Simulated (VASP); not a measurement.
# LaB6 (Pm-3m) in VASP: notebook

Runs on LaB6. Level: PBEsol. Tasks: single point.

Everything below comes from runs of VASP 6.6.1. Logs are shortened: lines on timing, memory, paths and dates and some standing lists are left out, and cuts for length are marked.

**1. Starting point**

It takes space group Pm-3m (No. 221, cubic). Conventional cell: a = 4.130 Å, b = 4.130 Å, c = 4.130 Å, α = 90.00°, β = 90.00°, γ = 90.00°. La (site symmetry m-3m) has 24 B at 3.03 Å as nearest neighbours. B (site symmetry 4mm) has 5 B at 1.65 to 1.75 Å as nearest neighbours.

The cell is a database's computed one.

**2. Single point, PBEsol**

The input, INCAR:

```
SYSTEM = LaB6
ALGO     = Normal         ! electronic algorithm
EDIFF    = 1E-6           ! SCF threshold, eV
ENCUT    = 700            ! plane-wave cutoff, eV
GGA      = PS             ! functional
ISIF     = 2              ! what is computed and relaxed
ISMEAR   = 0              ! smearing method
LASPH    = .True.         ! aspherical terms in the spheres
LCHARG   = .False.        ! write CHGCAR
LREAL    = .False.        ! projectors in reciprocal space
LWAVE    = .False.        ! write WAVECAR
NBANDS   = 24             ! bands
NELM     = 60             ! most SCF steps
PREC     = Accurate       ! precision mode
SIGMA    = 0.1            ! smearing width, eV
```

The input, KPOINTS:

```
k-points
0
Gamma
  8 8 8
  0 0 0
```

The input, POSCAR:

```
LaB6
1.0
    4.1303900000      0.0000000000      0.0000000000
    0.0000000000      4.1303900000      0.0000000000
    0.0000000000      0.0000000000      4.1303900000
La B
1 6
Direct
    0.0000000000      0.0000000000      0.0000000000
    0.8004400000      0.5000000000      0.5000000000
    0.1995600000      0.5000000000      0.5000000000
    0.5000000000      0.5000000000      0.8004400000
    0.5000000000      0.5000000000      0.1995600000
    0.5000000000      0.1995600000      0.5000000000
    0.5000000000      0.8004400000      0.5000000000
```

Potentials or basis: VASP PAW PBE potentials, release 64 (La, B).

On the command line:

```
$ cat potpaw_PBE.64/La/POTCAR potpaw_PBE.64/B/POTCAR > POTCAR
$ mpirun -np 1 vasp_std > vasp.out
```

OUTCAR:

```text
SYSTEM = LaB6
   EDIFF = 1E-6
   ENCUT = 700
   GGA = PS
   ISIF = 2
   ISMEAR = 0
   LASPH = .True.
   LREAL = .False.
   NELM = 60
   PREC = Accurate

 ion  position               nearest neighbor table
   1  0.000  0.000  0.000-
   2  0.800  0.500  0.500-   3 1.65   4 1.75   5 1.75   6 1.75   7 1.75
   3  0.200  0.500  0.500-   2 1.65   4 1.75   5 1.75   6 1.75   7 1.75
   4  0.500  0.500  0.800-   5 1.65   3 1.75   2 1.75   6 1.75   7 1.75
   5  0.500  0.500  0.200-   4 1.65   3 1.75   2 1.75   6 1.75   7 1.75
   6  0.500  0.200  0.500-   7 1.65   3 1.75   4 1.75   5 1.75   2 1.75
   7  0.500  0.800  0.500-   6 1.65   3 1.75   4 1.75   5 1.75   2 1.75

  LATTYP: Found a simple cubic cell.
 ALAT       =     4.1303900000

  Lattice vectors:

 A1 = (   4.1303900000,   0.0000000000,   0.0000000000)
 A2 = (   0.0000000000,   4.1303900000,   0.0000000000)
 A3 = (   0.0000000000,   0.0000000000,   4.1303900000)

Analysis of symmetry for initial positions (statically):
=====================================================================
 Subroutine PRICEL returns:
 Original cell was already a primitive cell.

 Routine SETGRP: Setting up the symmetry group for a
 simple cubic supercell.

 Subroutine GETGRP returns: Found 48 space group operations
 (whereof 48 operations were pure point group operations)
 out of a pool of 48 trial point group operations.

The static configuration has the point symmetry O_h .

Analysis of symmetry for dynamics (positions and initial velocities):
=====================================================================
 Subroutine PRICEL returns:
 Original cell was already a primitive cell.

 Routine SETGRP: Setting up the symmetry group for a
 simple cubic supercell.

 Subroutine GETGRP returns: Found 48 space group operations
 (whereof 48 operations were pure point group operations)
 out of a pool of 48 trial point group operations.

The dynamic configuration has the point symmetry O_h .

 Subroutine INISYM returns: Found 48 space group operations
 (whereof 48 operations are pure point group operations),
 and found     1 'primitive' translations

----------------------------------------------------------------------------------------

                                     Primitive cell

  volume of cell :      70.4650

  direct lattice vectors                    reciprocal lattice vectors
     4.130390000  0.000000000  0.000000000     0.242107888  0.000000000  0.000000000
     0.000000000  4.130390000  0.000000000     0.000000000  0.242107888  0.000000000
     0.000000000  0.000000000  4.130390000     0.000000000  0.000000000  0.242107888

  length of vectors
     4.130390000  4.130390000  4.130390000     0.242107888  0.242107888  0.242107888

  position of ions in fractional coordinates (direct lattice)
     0.000000000  0.000000000  0.000000000
     0.800440000  0.500000000  0.500000000
     0.199560000  0.500000000  0.500000000
     0.500000000  0.500000000  0.800440000
     0.500000000  0.500000000  0.199560000
     0.500000000  0.199560000  0.500000000
     0.500000000  0.800440000  0.500000000

  ion indices of the primitive-cell ions
   primitive index   ion index
                 1           1
                 2           2
                 3           3
                 4           4
                 5           5
                 6           6
                 7           7

----------------------------------------------------------------------------------------

 KPOINTS: k-points

Automatic generation of k-mesh.
 Grid dimensions read from file:
 generate k-points for:    8    8    8

 Generating k-lattice:

  Cartesian coordinates                     Fractional coordinates (reciprocal lattice)
     0.030263486  0.000000000  0.000000000     0.125000000  0.000000000  0.000000000
     0.000000000  0.030263486  0.000000000     0.000000000  0.125000000  0.000000000
     0.000000000  0.000000000  0.030263486     0.000000000  0.000000000  0.125000000

  Length of vectors
     0.030263486  0.030263486  0.030263486

  Shift w.r.t. Gamma in fractional coordinates (k-lattice)
     0.000000000  0.000000000  0.000000000

 Subroutine IBZKPT returns following result:
 ===========================================

 Found     35 irreducible k-points:

 Following reciprocal coordinates:
            Coordinates               Weight
  0.000000  0.000000  0.000000      1.000000
  0.125000  0.000000  0.000000      6.000000
  0.250000  0.000000  0.000000      6.000000
  0.375000  0.000000  0.000000      6.000000
  0.500000  0.000000  0.000000      3.000000
  0.125000  0.125000  0.000000     12.000000
[... 16 lines left out ...]
  0.375000  0.375000  0.125000     24.000000
  0.500000  0.375000  0.125000     24.000000
 [... further k-points ...]
   k-points           NKPTS =     35   k-points in BZ     NKDIM =     35   number of bands    NBANDS=     24
   number of dos      NEDOS =    301   number of ions     NIONS =      7
   total plane-waves  NPLWV =  46656
   dimension x,y,z NGX =    36 NGY =   36 NGZ =   36
   dimension x,y,z NGXF=    72 NGYF=   72 NGZF=   72
   ions per type =               1   6
   NGX,Y,Z   is equivalent  to a cutoff of  14.49, 14.49, 14.49 a.u.
   NGXF,Y,Z  is equivalent  to a cutoff of  28.98, 28.98, 28.98 a.u.
 SYSTEM =  LaB6
   PREC   = accura    normal or accurate (medium, high low for compatibility)
   ISTART =      0    job   : 0-new  1-cont  2-samecut
   ICHARG =      2    charge: 1-file 2-atom 10-const
   ISPIN  =      1    spin polarized calculation?
   LNONCOLLINEAR =      F non collinear calculations
   LSORBIT =      F    spin-orbit coupling
   LASPH  =      T    aspherical Exc in radial PAW
   ENCUT  =  700.0 eV  51.45 Ry    7.17 a.u.   8.91  8.91  8.91*2*pi/ulx,y,z
   NELM   =     60;   NELMIN=  2; NELMDL= -5     # of ELM steps
   EDIFF  = 0.1E-05   stopping-criterion for ELM
   LREAL  =      F    real-space projection
   EDIFFG = 0.1E-04   stopping-criterion for IOM
   NSW    =      0    number of steps for IOM
   IBRION =     -1    ionic relax: 0-MD 1-quasi-New 2-CG
   NFREE  =      0    steps in history (QN), initial steepest desc. (CG)
   ISIF   =      2    stress and relaxation
   ISYM   =      2    0-nonsym 1-usesym 2-fastsym
   POTIM  = 0.5000    time-step for ionic-motion
   TEBEG  =    0.0;   TEEND  =   0.0 temperature during run
   PSTRESS=    0.0 pullay stress
   NELECT =      29.0000    total number of electrons
   NUPDOWN=      -1.0000    fix difference up-down
   EMIN   =  10.00;   EMAX   =-10.00  energy-range for DOS
   EFERMI =   0.00;   METHOD = LEGACY
   ISMEAR =     0;   SIGMA  =   0.10  broadening in eV -4-tet -1-fermi 0-gaus
   EFERMI_NEDOS =   21; number of points for ismear=-14 and -15
   IALGO  =     38    algorithm
   IMIX   =      4    mixing-type and parameters
     AMIX     =   0.40;   BMIX     =  1.00
     AMIX_MAG =   1.60;   BMIX_MAG =  1.00
  volume/ion in A,a.u.               =      10.07        67.93
  Fermi-wavevector in a.u.,A,eV,Ry     =   1.217727  2.301169 20.175507  1.482858
  Thomas-Fermi vector in A             =   2.353037
   LORBIT       =      0    0 simple, 1 ext, 2 COOP (PROOUT), +10 PAW based schemes
   GGA     = PS    functional components
   LHFCALC =     F    Hartree Fock is set to
   AEXX    =    0.0000 exact exchange contribution
   IVDW    =     0    specifies the selected vdW correction
   LEPSILON=     F    determine dielectric tensor
   LRPA    =     F    only Hartree local field effects (RPA)
 non-spin polarized calculation
 Gauss-broadening in eV      SIGMA  =   0.10
  energy-cutoff  :      700.00
  volume of cell :       70.46
 maximum number of plane-waves:      3016
 NGX is ok and might be reduce to    36
   NGX = 17   NGY = 17   NGZ = 17

 number of electron      28.9999999 magnetization

 Free energy of the ion-electron system (eV)
  ---------------------------------------------------
  ext. energy  EPLUGINS =         0.00000000
  ---------------------------------------------------
  free energy    TOTEN  =       -51.54860915 eV

  energy without entropy =      -51.54523112  energy(sigma->0) =      -51.54692014

 E-fermi :   8.5573     XC(G=0): -11.4491

 val. band max:        8.4235542205   @ k =   0.3750   0.2500   0.1250
 cond. band min:       8.5649273395   @ k =   0.2500   0.2500   0.0000
 fundamental gap:      0.1413731190
 Fermi energy:         8.5572541252

 k-point     1 :       0.0000    0.0000    0.0000
  band No.  band energies     occupation
      1     -24.3091      2.00000
      2      -8.0621      2.00000
      3      -8.0621      2.00000
      4      -8.0621      2.00000
      5      -6.9713      2.00000
      6       0.6486      2.00000
[... 16 lines left out ...]
     23      10.8008      0.00000
     24      11.9365      0.00000

 k-point     2 :       0.1250    0.0000    0.0000
  band No.  band energies     occupation
      1     -24.3052      2.00000
      2      -8.2495      2.00000
      3      -8.0490      2.00000
      4      -8.0490      2.00000
      5      -6.7782      2.00000
      6      -0.1298      2.00000
[... 16 lines left out ...]
     23      10.9006      0.00000
     24      11.8765      0.00000

 k-point     3 :       0.2500    0.0000    0.0000
  band No.  band energies     occupation
      1     -24.2956      2.00000
      2      -8.5791      2.00000
      3      -8.0171      2.00000
      4      -8.0171      2.00000
      5      -6.4177      2.00000
      6      -1.0805      2.00000
[... 16 lines left out ...]
     23      11.2579      0.00000
     24      11.3437      0.00000
[... 514 lines left out ...]
 k-point    23 :       0.3750    0.3750    0.1250
  band No.  band energies     occupation
      1     -24.2598      2.00000
      2      -8.5443      2.00000
      3      -8.4430      2.00000
      4      -7.9978      2.00000
      5      -6.2907      2.00000
      6      -0.9736      2.00000
[... 16 lines left out ...]
     23      11.5329      0.00000
     24      12.0718      0.00000

 k-point    24 :       0.5000    0.3750    0.1250
  band No.  band energies     occupation
      1     -24.2559      2.00000
      2      -8.5716      2.00000
      3      -8.4343      2.00000
      4      -7.9839      2.00000
      5      -6.3364      2.00000
      6      -0.9806      2.00000
[... 16 lines left out ...]
     23      11.7692      0.00000
     24      12.1166      0.00000

 [... further k-points ...]

------------------------ aborting loop because EDIFF is reached ----------------------------------------

  FORCE on cell =-STRESS in cart. coord.  units (eV):
  Direction    XX          YY          ZZ          XY          YZ          ZX
  --------------------------------------------------------------------------------------
  -------------------------------------------------------------------------------------
  Total        0.0093614      0.0093614      0.0093614      0.0000000      0.0000000      0.0000000
  in kB        0.2128515      0.2128515      0.2128515      0.0000000      0.0000000      0.0000000
  external PRESSURE =       0.2128515 kB  Pullay stress =       0.0000000 kB

 VOLUME and BASIS-vectors are now :
 -----------------------------------------------------------------------------
  energy-cutoff  :      700.00
  volume of cell :       70.46
      direct lattice vectors                 reciprocal lattice vectors
     4.130390000  0.000000000  0.000000000     0.242107888  0.000000000  0.000000000
     0.000000000  4.130390000  0.000000000     0.000000000  0.242107888  0.000000000
     0.000000000  0.000000000  4.130390000     0.000000000  0.000000000  0.242107888

 POSITION                                       TOTAL-FORCE (eV/Angst)
 -----------------------------------------------------------------------------------
      0.00000      0.00000      0.00000        -0.000000      0.000000      0.000000
      3.30613      2.06520      2.06520        -0.000370      0.000000      0.000000
      0.82426      2.06520      2.06520         0.000370     -0.000000      0.000000
      2.06520      2.06520      3.30613        -0.000000     -0.000000     -0.000370
      2.06520      2.06520      0.82426         0.000000     -0.000000      0.000370
      2.06520      0.82426      2.06520        -0.000000      0.000370     -0.000000
      2.06520      3.30613      2.06520         0.000000     -0.000370      0.000000
 -----------------------------------------------------------------------------------
    total drift:                                0.000000      0.000000      0.000000

  FREE ENERGIE OF THE ION-ELECTRON SYSTEM (eV)
  ---------------------------------------------------
  free  energy   TOTEN  =       -51.5486091546 eV

  energy  without entropy=      -51.5452311202  energy(sigma->0) =      -51.54692014
```

Run time: 84 s. Hardware: 1 thread of Intel Xeon Platinum 8488C (Sapphire Rapids), shared host; peak memory 0.27 GiB.

Results:

* Free energy: -51.5486 eV
* Pressure: 0.0 GPa
* Band gap on the k mesh: none (metal or under the smearing width)

Caveat: the PAW data sets were made with another functional, which shifts forces and pressure a little.

[end of part 1 of 2]
